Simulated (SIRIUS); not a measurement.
Runs of SIRIUS 7.10.0 on SnSe2. Symmetry: P-3m1, No. 164, trigonal system. The conventional cell has a = 3.811 Å, b = 3.811 Å, c = 6.136 Å, α = 90.00°, β = 90.00°, γ = 120.00°. Sn (site symmetry -3m) is surrounded by 6 Se at 2.68 Å. Se (site symmetry 3m) is surrounded by 3 Sn at 2.68 Å. 

```tsv
task	level	potentials or basis	k mesh	cutoff (eV)	radial cutoff for the potentials' integrals	pseudo rcut	mesh quality	gap on the mesh (eV)	pressure (GPa)	largest force (eV/Å)
single point	PBE	GBRV 1.5 PBE (ultrasoft)	4 × 4 × 3	557	-	-	coarse	0.75	5.8	0.70
band structure	PBEsol	PseudoDojo 0.4.1 PBE standard (scalar relativistic)	4 × 4 × 2	1177	6.5 bohr	6.5 bohr	coarse	0.80	3.0	0.57
single point	PBE	JTH 2.0 PBE (PAW)	4 × 4 × 3	557	-	-	coarse	(b)	5.9	0.70
single point	PBE	PseudoDojo 0.5 PBE standard (scalar relativistic)	4 × 4 × 3	1177	6.5 bohr	6.5 bohr	coarse	0.74	6.1	0.73
single point	PBEsol	PseudoDojo 0.4.1 PBEsol standard (scalar relativistic)	8 × 8 × 5	1177	6.5 bohr	6.5 bohr	not flagged	(a)	2.7	0.63
```

Alike in all rows: no spin polarisation; cell as given; smearing fermi-dirac 0.05 eV.

**Question.** Estimate the missing entries.

**Answer.** (a) 0.72; (b) 0.77.

Caveats: some runs use coarse meshes; spin-orbit coupling is left out, which moves the levels of the heavy elements; this functional lacks dispersion, which binds the layers, so the pressure and a relaxed spacing across them are unreliable; an odd mesh through Γ misses points on the zone boundary, where band edges often lie (some runs); the potentials were made for another functional, which shifts forces and pressure (some runs).

A k mesh can miss the band edges, and the runs leave out spin-orbit coupling on Se, Sn.

Not every run made on this cell is shown here.
